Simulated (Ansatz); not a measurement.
Molecular dynamics on a 2×2×1 supercell (12 atoms) of SnS₂ (CdI2 type), relaxed with r2SCAN+rVV10. Forces come from r2SCAN in Ansatz 0.2.0: a Nosé-Hoover thermostat at fixed volume, 1300 K, steps of 3 fs. Computed, non-magnetic; the trajectory is short and the cell small, so nothing here is a converged average.

```yaml
crystal:
  lattice:
    - [7.3215096159, -1.0e-10, 0.0]
    - [-3.6607548079, 6.3406133214, 0.0]
    - [0.0, 0.0, 5.9617808818]
  atoms:
    - { symbol: Sn, position: [0.0, 0.0, 0.0] }
    - { symbol: S, position: [0.1666666667, 0.3333333333, 0.2455905346] }
    - { symbol: S, position: [0.3333333333, 0.1666666667, 0.7544094654] }
    - { symbol: Sn, position: [0.0, 0.5, 0.0] }
    - { symbol: S, position: [0.1666666667, 0.8333333333, 0.2455905346] }
    - { symbol: S, position: [0.3333333333, 0.6666666667, 0.7544094654] }
    - { symbol: Sn, position: [0.5, 0.0, 0.0] }
    - { symbol: S, position: [0.6666666667, 0.3333333333, 0.2455905346] }
    - { symbol: S, position: [0.8333333333, 0.1666666667, 0.7544094654] }
    - { symbol: Sn, position: [0.5, 0.5, 0.0] }
    - { symbol: S, position: [0.6666666667, 0.8333333333, 0.2455905346] }
    - { symbol: S, position: [0.8333333333, 0.6666666667, 0.7544094654] }
kpoints:
  mp_grid: { grid: [3, 3, 2] }
hamiltonian:
  xc: r2scan
scf:
  occupations: { method: fermi_dirac, width: 0.112 }
md:
  ensemble: nvt_nose_hoover
  temperature: 1300
  timestep: 3.0
  n_steps: 30
  initial_velocities: maxwell_boltzmann
  seed: 1344
```

Command: `ansatz run input.yaml --threads 4 --pin off --max-ram 3686MiB --backend cpu --events-out ev --progress --plain --runs-dir out`. It took 3.6 min on 4 threads of Arm Neoverse V2 (shared host); peak host memory 1.3 GiB.

```tsv
step	t (fs)	T (K)	free energy F from step 0 (meV/atom)	kinetic energy (meV/atom)	largest force (eV/Å)
0	0	1300	0.0	154.0	0.03
1	3	1273	3.3	150.8	0.42
2	6	1198	12.2	141.9	0.85
3	9	1085	25.8	128.5	1.27
4	12	945	42.5	112.0	1.67
5	15	793	60.7	93.9	2.04
6	18	641	78.9	76.0	2.36
7	21	503	95.6	59.6	2.62
8	24	388	109.5	45.9	2.81
9	27	302	119.8	35.8	2.91
10	30	250	126.2	29.6	2.94
11	33	230	128.8	27.3	2.89
12	36	239	128.0	28.3	2.77
13	39	270	124.5	32.0	2.61
14	42	317	119.3	37.6	2.42
15	45	374	113.2	44.3	2.22
16	48	432	107.0	51.2	2.01
17	51	487	101.3	57.7	1.81
18	54	534	96.8	63.3	1.65
19	57	571	93.7	67.7	1.58
20	60	595	92.2	70.5	1.52
21	63	607	92.3	72.0	1.66
22	66	610	93.6	72.3	1.82
23	69	608	95.6	72.0	1.97
24	72	607	97.5	71.9	2.06
25	75	615	98.3	72.9	2.08
26	78	640	97.3	75.8	2.05
27	81	685	93.9	81.2	2.27
28	84	754	87.9	89.3	2.39
29	87	844	79.6	100.0	2.41
30	90	948	69.8	112.3	2.31
```

The temperature starts at 1300 K, is lowest at step 11 (230 K, 33 fs) and ends at 948 K. The thermostat hasn't had time to restore it. The atoms start on their lattice sites with kinetic energy alone, so much of it first passes into potential energy. By the last step the atoms have moved 0.13 Å in the root mean square, the drift of the whole cell taken out, 0.23 Å at most.

Positions (Å) and forces (eV/Å) at step 30:
```
Sn  -0.038   0.032  -0.041     0.101  -1.434  -0.265
S   -0.102   2.030   1.386     1.320   0.196   1.104
S    1.881   0.975   4.535    -0.748   0.920  -0.382
Sn  -1.767   3.173   0.065    -0.223   0.860  -1.397
S   -1.826   5.320   1.477    -0.299   0.161  -0.050
S   -0.074   4.188   4.477     0.696  -0.233   0.186
Sn   3.632   0.008  -0.031     0.045  -0.475   0.695
S    3.844   2.202   1.385    -1.846  -0.736   1.176
S    5.398   0.913   4.503     0.863   0.419  -0.529
Sn   1.848   3.220   0.031     0.300   0.029  -0.425
S    1.657   5.307   1.544     0.833  -0.493  -0.601
S    3.811   4.084   4.450    -1.041   0.787   0.488
```
